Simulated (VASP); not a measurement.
Set up this calculation in VASP 6.6.1, as the native input.

| Property | Result |
| --- | --- |
| Task | relaxation of cell and atoms |
| Functional | PBEsol |
| Potentials or basis | VASP PAW PBE potentials, release 64 (Se) |
| Cutoff | 600 eV |
| k mesh | 17 × 17 × 17 |
| Occupations | methfessel-paxton, width 0.1 eV |
| Spin | no spin polarisation |
| Target pressure | 110 GPa |
| Further INCAR settings | ALGO = Normal; EDIFF = 1e-07; IBRION = 2; EDIFFG = -0.005; NSW = 90; ISIF = 3 |
| Target pressure | 110 GPa |

The structure of Se lies in POSCAR:

```
Se                                      
1.0
    1.9488275473      1.1251561093      0.9336197025
   -1.9488275473      1.1251561093      0.9336197025
    0.0000000000     -2.2503122185      0.9336197025
  Se            
     1
Direct
     0.0000000000000000    0.0000000000000000    0.0000000000000000
```

This isn't the form of Se at room conditions, which is trigonal, of chains.

One way to write it, as run:

INCAR

```
  PREC = Accurate
  ENCUT = 600
  EDIFF = 1E-7
  ISMEAR = 1
  SIGMA = 0.1
  LREAL = False
  LASPH = True
  NELM = 80
  ALGO = Normal
  ISIF = 3
  LWAVE = False
  LCHARG = False
  GGA = PS
  IBRION = 2
  NSW = 90
  EDIFFG = -0.005
  PSTRESS = 1100.0
```

KPOINTS

```
regular mesh
0
Gamma
  17 17 17
```

Potentials or basis: VASP PAW PBE potentials, release 64 (Se).

Launch:

```console
$ cat potpaw_PBE.64/Se/POTCAR > POTCAR
$ mpirun -np 1 vasp_std > vasp.out
```

Results of the run:

```json
{
  "Pressure after relaxing": "109.9 GPa",
  "Band gap on the k mesh": "none (metal or under the smearing width)"
}
```

Caveat: the relaxation stopped at its first step, so nothing moved; the cell is relaxed towards a set pressure, so the enthalpy falls and the energy may rise; the PAW data sets were made with another functional, which shifts forces and pressure a little.

Wall time 21 s on 1 thread of Intel(R) Xeon(R) Platinum 8488C (Sapphire Rapids), with other jobs on the host, peak memory 0.16 GiB.
